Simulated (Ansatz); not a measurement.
Computed with Ansatz on PBE0-D4/def2-TZVP structures; ΔE is electronic, products minus reactants. CBS: MP2 limit from def2 TZ/QZ plus the TZ coupled-cluster correction, frozen cores. This one scheme is used for every species. One conformer a species, not always the lowest.

`Oc1ccccc1O` + H₂ → phenol + H₂O  (hydrogenolysis of a C–O bond)

```json
{"species": "`Oc1ccccc1O`", "MP2/def2-QZVPP energy (Eh)": "-382.10545"}
{"species": "H₂", "MP2/def2-QZVPP energy (Eh)": "-1.16658"}
{"species": "`Oc1ccccc1`", "MP2/def2-QZVPP energy (Eh)": "-306.95360"}
{"species": "H₂O", "MP2/def2-QZVPP energy (Eh)": "-76.34932"}
```

Work out ΔE.

ΔE = (-306.95360) + (-76.34932) − (-382.10545) − (-1.16658) = -0.03089 Eh = -19.4 kcal/mol. CCSD(T)/CBS gives -19.8 kcal/mol.

Largest T1 diagnostic among the species: 0.012.

From PBE to PBE0 (25 % exact exchange), in def2-TZVPP and without D4, ΔE moves by −1.7 kcal/mol. In def2-TZVPP, CCSD(T) changes the Hartree–Fock value by +3.8 kcal/mol (the triples alone add +1.2 kcal/mol) and MP2 by +3.9 kcal/mol.
